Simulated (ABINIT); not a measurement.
# MgS (P6_3mc) in ABINIT: reference runs

How does MgS come out in PBEsol? The cell is run as given and disturbed.

All numbers are computed with ABINIT 10.8.3 (patched build); they aren't measurements. Logs are shortened: lines on timing, memory, paths and dates and some standing lists are left out, and cuts for length are marked. The log counts tension as positive stress, the text compression.

### Step 1. Starting point

It takes space group P6_3mc (No. 186, hexagonal). Conventional cell: a = 4.035 Å, b = 4.035 Å, c = 6.432 Å, α = 90.00°, β = 90.00°, γ = 120.00°. S (site symmetry 3m) is surrounded by 4 Mg at 2.45 to 2.47 Å. Mg (site symmetry 3m) is surrounded by 4 S at 2.45 to 2.47 Å.

The cell comes from a database or a generator and needn't be the stable form of this composition.

### Step 2. Single point, PBEsol

Input file run.abi:

```
# Pseudopotentials
pp_dirpath "./"
pseudos "S.upf, Mg.upf"

# Structure
acell 7.6243313651 7.6243313652 12.1552743532
rprim
     1.0000000000     0.0000000000     0.0000000000
    -0.5000000000     0.8660254038     0.0000000000
     0.0000000000     0.0000000000     1.0000000000
ntypat 2
znucl 16 12
natom 4
typat 1 1 2 2
xred
     0.6666666667     0.3333333333     0.8792441500
     0.3333333333     0.6666666667     0.3792441500
     0.3333333333     0.6666666667     0.9957548500
     0.6666666667     0.3333333333     0.4957548500

# Plane-wave basis
ecut 1142.878222 eV

# k points
kptopt 1
ngkpt 8 8 4
nshiftk 1
shiftk 0.0 0.0 0.0

# Exchange and correlation
ixc -116133

# Bands and occupations
nband 20
occopt 3
tsmear 0.05 eV

# SCF cycle
nstep 100
tolvrs 1.0e-10

# Output
iomode 3
prtwf 0
prtden 0
prteig 0
prtebands 0
enunit 1
```

Potentials or basis: PseudoDojo NC SR PBEsol v0.4.1 standard.

Run with:

```sh
$ mpirun --bind-to none -np 4 abinit run.abi > log 2>&1
```

run.abo:

```text
.Version 10.8.3 of ABINIT
 Symmetries : space group P6_3 m c (#186); Bravais hP (primitive hexag.)
================================================================================
 Values of the parameters that define the memory need of the present run
     intxc =       0    ionmov =       0      iscf =       7    lmnmax =       6
     lnmax =       6     mgfft =      72  mpssoang =       3    mqgrid =    3547
     natom =       4  nloc_mem =       1    nspden =       1   nspinor =       1
    nsppol =       1      nsym =      12    n1xccc =    2501    ntypat =       2
    occopt =       3   xclevel =       2
       mpw =        7982          nfft =      165888          nkpt =          30
================================================================================
================================================================================

--------------------------------------------------------------------------------
------------- Echo of variables that govern the present computation ------------
--------------------------------------------------------------------------------
 -outvars: echo values of preprocessed input variables --------
            acell      7.6243313651E+00  7.6243313652E+00  1.2155274353E+01 Bohr
              amu      3.20660000E+01  2.43050000E+01
             ecut      4.20000000E+01 Hartree
           enunit           1
              ixc     -116133
         kptrlatt        8    0    0      0    8    0      0    0    4
          kptrlen      4.86210974E+01
            natom           4
            nband          20
            ngfft          48      48      72
             nkpt          30
            nstep         100
             nsym          12
           ntypat           2
           occopt           3
           prtden           0
        prtebands           0
           prteig           0
            prtwf           0
            rprim      1.0000000000E+00  0.0000000000E+00  0.0000000000E+00
                      -5.0000000000E-01  8.6602540380E-01  0.0000000000E+00
                       0.0000000000E+00  0.0000000000E+00  1.0000000000E+00
          spgroup         186
           tolvrs      1.00000000E-10
           tsmear      1.83746611E-03 Hartree
            typat      1  1  2  2
           xangst      2.0173112020E+00  1.1646951656E+00  5.6555570250E+00
                      -1.7639181869E-11  2.3293903311E+00  2.4394099372E+00
                      -1.7639181869E-11  2.3293903311E+00  6.4049881220E+00
                       2.0173112020E+00  1.1646951656E+00  3.1888410342E+00
            xcart      3.8121656825E+00  2.2009548831E+00  1.0687453867E+01
                      -3.3333222818E-11  4.4019097662E+00  4.6098166901E+00
                      -3.3333222818E-11  4.4019097662E+00  1.2103673390E+01
                       3.8121656825E+00  2.2009548831E+00  6.0260362137E+00
             xred      6.6666666667E-01  3.3333333333E-01  8.7924415000E-01
                       3.3333333333E-01  6.6666666667E-01  3.7924415000E-01
                       3.3333333333E-01  6.6666666667E-01  9.9575485000E-01
                       6.6666666667E-01  3.3333333333E-01  4.9575485000E-01
            znucl       16.00000   12.00000

================================================================================

 chkinp: Checking input parameters for consistency.

================================================================================
== DATASET  1 ==================================================================

--- !DatasetInfo
iteration_state: {dtset: 1, }
dimensions: {natom: 4, nkpt: 30, mband: 20, nsppol: 1, nspinor: 1, nspden: 1, mpw: 7982, }
cutoff_energies: {ecut:  42.0, pawecutdg:  -1.0, }
electrons: {nelect:   3.20000000E+01, charge:   0.00000000E+00, occopt:   3.00000000E+00, tsmear:   1.83746611E-03, }
meta: {optdriver: 0, ionmov: 0, optcell: 0, iscf: 7, paral_kgb: 0, }
...

 Real(R)+Recip(G) space primitive vectors, cartesian coordinates (Bohr,Bohr^-1):
 R(1)=  7.6243314  0.0000000  0.0000000  G(1)=  0.1311590  0.0757247  0.0000000
 R(2)= -3.8121657  6.6028646  0.0000000  G(2)=  0.0000000  0.1514494  0.0000000
 R(3)=  0.0000000  0.0000000 12.1552744  G(3)=  0.0000000  0.0000000  0.0822688
 Unit cell volume ucvol=  6.1192602E+02 bohr^3
 Angles (23,13,12)=  9.00000000E+01  9.00000000E+01  1.20000000E+02 degrees

 getcut: wavevector=  0.0000  0.0000  0.0000  ngfft=  48  48  72
         ecut(hartree)=     42.000   => boxcut(ratio)=   2.03038

--- Pseudopotential description ------------------------------------------------
- pspini: atom type   1  psp file is ./S.upf
12 -116133 2 -1 1146                          pspcod,pspxc,lmax,lloc,mmax
     nproj     2     2     2

- pspini: atom type   2  psp file is ./Mg.upf
12 -116133 1 -1 1510                          pspcod,pspxc,lmax,lloc,mmax
     nproj     2     2     0

   1.14564319E+03                                ecore*ucvol(ha*bohr**3)
--------------------------------------------------------------------------------

================================================================================

--- !BeginCycle
iteration_state: {dtset: 1, }
solver: {iscf: 7, nstep: 100, nline: 4, wfoptalg: 0, }
tolerances: {tolvrs: 1.00E-10, }
...

     iter   Etot(hartree)      deltaE(h)  residm     vres2
 ETOT  1  -140.72105416212    -1.407E+02 1.987E-01 3.181E+02
 ETOT  2  -140.84890704066    -1.279E-01 5.866E-03 2.671E+01
 ETOT  3  -140.85270372522    -3.797E-03 1.538E-03 1.156E-01
 ETOT  4  -140.85271410870    -1.038E-05 9.626E-04 3.494E-03
 ETOT  5  -140.85271429409    -1.854E-07 2.039E-03 3.854E-04
 ETOT  6  -140.85271431075    -1.666E-08 1.877E-04 4.023E-05
 ETOT  7  -140.85271431537    -4.621E-09 1.738E-04 2.872E-06
 ETOT  8  -140.85271431553    -1.534E-10 3.941E-05 7.043E-08
 ETOT  9  -140.85271431553    -3.695E-12 1.788E-05 2.454E-09
 ETOT 10  -140.85271431553    -2.416E-12 2.012E-05 9.654E-11

 At SCF step   10       vres2   =  9.65E-11 < tolvrs=  1.00E-10 =>converged.

 Cartesian components of stress tensor (hartree/bohr^3)
  sigma(1 1)=  6.42169350E-06  sigma(3 2)=  0.00000000E+00
  sigma(2 2)=  6.42169331E-06  sigma(3 1)=  0.00000000E+00
  sigma(3 3)=  1.78313226E-05  sigma(2 1)=  2.32171777E-14

--- !ResultsGS
iteration_state: {dtset: 1, }
comment   : Summary of ground state results
lattice_vectors:
- [  7.6243314,   0.0000000,   0.0000000, ]
- [ -3.8121657,   6.6028646,   0.0000000, ]
- [  0.0000000,   0.0000000,  12.1552744, ]
lattice_lengths: [   7.62433,    7.62433,   12.15527, ]
lattice_angles: [ 90.000,  90.000, 120.000, ] # degrees, (23, 13, 12)
lattice_volume:   6.1192602E+02
convergence: {deltae: -2.416E-12, res2:  9.654E-11, residm:  2.012E-05, diffor: null, }
etotal    :  -1.40852714E+02
entropy   :   0.00000000E+00
fermie    :   1.06322905E-01
cartesian_stress_tensor: # hartree/bohr^3
- [  6.42169350E-06,   2.32171777E-14,   0.00000000E+00, ]
- [  2.32171777E-14,   6.42169331E-06,   0.00000000E+00, ]
- [  0.00000000E+00,   0.00000000E+00,   1.78313226E-05, ]
pressure_GPa:  -3.0083E-01
xred      :
- [  6.6667E-01,   3.3333E-01,   8.7924E-01,  S]
- [  3.3333E-01,   6.6667E-01,   3.7924E-01,  S]
- [  3.3333E-01,   6.6667E-01,   9.9575E-01, Mg]
- [  6.6667E-01,   3.3333E-01,   4.9575E-01, Mg]
cartesian_forces: # hartree/bohr
- [ -3.53164769E-28,  -2.03899774E-28,  -9.35440503E-04, ]
- [ -7.06329537E-29,  -4.07799549E-29,  -9.35440503E-04, ]
- [ -7.06329537E-29,  -4.07799549E-29,   9.35440503E-04, ]
- [  4.94430676E-28,   2.85459684E-28,   9.35440503E-04, ]
force_length_stats: {min:   9.35440503E-04, max:   9.35440503E-04, mean:   9.35440503E-04, }
...

 Integrated electronic density in atomic spheres:
 ------------------------------------------------
 Atom  Sphere_radius  Integrated_density
    1        2.00000          3.96769188
    2        2.00000          3.96769188
    3        2.00000          8.31085091
    4        2.00000          8.31085091
================================================================================

 ----iterations are completed or convergence reached----

 Mean square residual over all n,k,spin=   99.149E-09; max=  20.125E-06
 reduced coordinates (array xred) for    4 atoms
       0.666666666667      0.333333333333      0.879244150000
       0.333333333333      0.666666666667      0.379244150000
       0.333333333333      0.666666666667      0.995754850000
       0.666666666667      0.333333333333      0.495754850000
 rms dE/dt=  6.5801E-03; max dE/dt=  1.0593E-02; dE/dt below (all hartree)
    1       0.000000000000      0.000000000000      0.010593123027
    2       0.000000000000      0.000000000000      0.010593123027
    3       0.000000000000      0.000000000000     -0.012147948890
    4      -0.000000000000      0.000000000000     -0.012147948890

 cartesian coordinates (angstrom) at end:
    1      2.01731120201455     1.16469516556365     5.65555702499595
    2     -0.00000000001764     2.32939033112729     2.43940993718425
    3     -0.00000000001764     2.32939033112729     6.40498812200375
    4      2.01731120201455     1.16469516556365     3.18884103419205

 cartesian forces (hartree/bohr) at end:
    1     -0.00000000000000    -0.00000000000000    -0.00093544050329
    2     -0.00000000000000    -0.00000000000000    -0.00093544050329
    3     -0.00000000000000    -0.00000000000000     0.00093544050329
    4      0.00000000000000     0.00000000000000     0.00093544050329
 frms,max,avg= 5.4007683E-04 9.3544050E-04   0.000E+00  0.000E+00  6.396E-05 h/b

 cartesian forces (eV/Angstrom) at end:
    1     -0.00000000000000    -0.00000000000000    -0.04810228471308
    2     -0.00000000000000    -0.00000000000000    -0.04810228471308
    3     -0.00000000000000    -0.00000000000000     0.04810228471308
    4      0.00000000000000     0.00000000000000     0.04810228471308
 frms,max,avg= 2.7771867E-02 4.8102285E-02   0.000E+00  0.000E+00  3.289E-03 e/A
 length scales=  7.624331365100  7.624331365200 12.155274353200 bohr
              =  4.034622404047  4.034622404100  6.432294175623 angstroms
 Fermi (or HOMO) energy (eV) =   2.89319   Average Vxc (eV)=  -8.74029
 Eigenvalues (   eV  ) for nkpt=  30  k points:
 kpt#   1, nband= 20, wtk=  0.00391, kpt=  0.0000  0.0000  0.0000 (reduced coord)
 -72.02347  -72.02338  -38.98974  -38.98700  -38.98257  -38.98257  -38.98209  -38.98209
  -9.82021   -9.07508   -1.67857    1.00991    1.00991    1.43437    1.43437    1.59690
   4.85869    6.14454    8.95530    8.95530
 prteigrs : prtvol=0 or 1, do not print more k-points.

--- !EnergyTerms
iteration_state     : {dtset: 1, }
comment             : Components of total free energy in Hartree
kinetic             :  7.55929499689583E+01
hartree             :  5.10098270211303E+01
xc                  : -2.19614986862547E+01
Ewald energy        : -6.71865196616367E+01
psp_core            :  1.87219229842155E+00
local_psp           : -1.46982440425465E+02
non_local_psp       : -3.31972248306882E+01
internal            : -1.40852714315534E+02
'-kT*entropy'       : -3.20695493030254E-15
total_energy        : -1.40852714315534E+02
total_energy_eV     : -3.83279761303482E+03
band_energy         : -2.90851613274494E+01
...

 Cartesian components of stress tensor (hartree/bohr^3)
  sigma(1 1)=  6.42169350E-06  sigma(3 2)=  0.00000000E+00
  sigma(2 2)=  6.42169331E-06  sigma(3 1)=  0.00000000E+00
  sigma(3 3)=  1.78313226E-05  sigma(2 1)=  2.32171777E-14

-Cartesian components of stress tensor (GPa)         [Pressure= -3.0083E-01 GPa]
- sigma(1 1)=  1.88932746E-01  sigma(3 2)=  0.00000000E+00
- sigma(2 2)=  1.88932740E-01  sigma(3 1)=  0.00000000E+00
- sigma(3 3)=  5.24615623E-01  sigma(2 1)=  6.83072952E-10

== END DATASET(S) ==============================================================
================================================================================

 -outvars: echo values of variables after computation  --------
            acell      7.6243313651E+00  7.6243313652E+00  1.2155274353E+01 Bohr
           etotal     -1.4085271432E+02
            fcart     -3.5316476871E-28 -2.0389977428E-28 -9.3544050329E-04
                      -7.0632953743E-29 -4.0779954856E-29 -9.3544050329E-04
                      -7.0632953743E-29 -4.0779954856E-29  9.3544050329E-04
                       4.9443067620E-28  2.8545968399E-28  9.3544050329E-04
            rprim      1.0000000000E+00  0.0000000000E+00  0.0000000000E+00
                      -5.0000000000E-01  8.6602540380E-01  0.0000000000E+00
                       0.0000000000E+00  0.0000000000E+00  1.0000000000E+00
           strten      6.4216935017E-06  6.4216933111E-06  1.7831322602E-05
                       0.0000000000E+00  0.0000000000E+00  2.3217177742E-14
           xangst      2.0173112020E+00  1.1646951656E+00  5.6555570250E+00
                      -1.7639181869E-11  2.3293903311E+00  2.4394099372E+00
                      -1.7639181869E-11  2.3293903311E+00  6.4049881220E+00
                       2.0173112020E+00  1.1646951656E+00  3.1888410342E+00
             xred      6.6666666667E-01  3.3333333333E-01  8.7924415000E-01
                       3.3333333333E-01  6.6666666667E-01  3.7924415000E-01
                       3.3333333333E-01  6.6666666667E-01  9.9575485000E-01
                       6.6666666667E-01  3.3333333333E-01  4.9575485000E-01
 Calculation completed.
```

It took 40 s on 4 MPI ranks of Intel Xeon Platinum 8488C (Sapphire Rapids), shared host; peak memory 0.48 GiB.

What came out:

- Free energy: -3832.7976 eV
- Pressure: -0.3 GPa
- Largest force: 0.048 eV/Å
- Band gap on the k mesh: 3.26 eV, direct
- Valence electrons inside the program's atomic spheres: S 3.97; Mg 8.31

Forces in eV/Å, atoms in the order of the input:
```
S    0.000  0.000 -0.048
S    0.000  0.000 -0.048
Mg   0.000  0.000  0.048
Mg   0.000  0.000  0.048
```

Stress tensor (GPa, compression positive):
```
-0.19  0.00  0.00
 0.00 -0.19  0.00
 0.00  0.00 -0.52
```

[end of part 1 of 2]
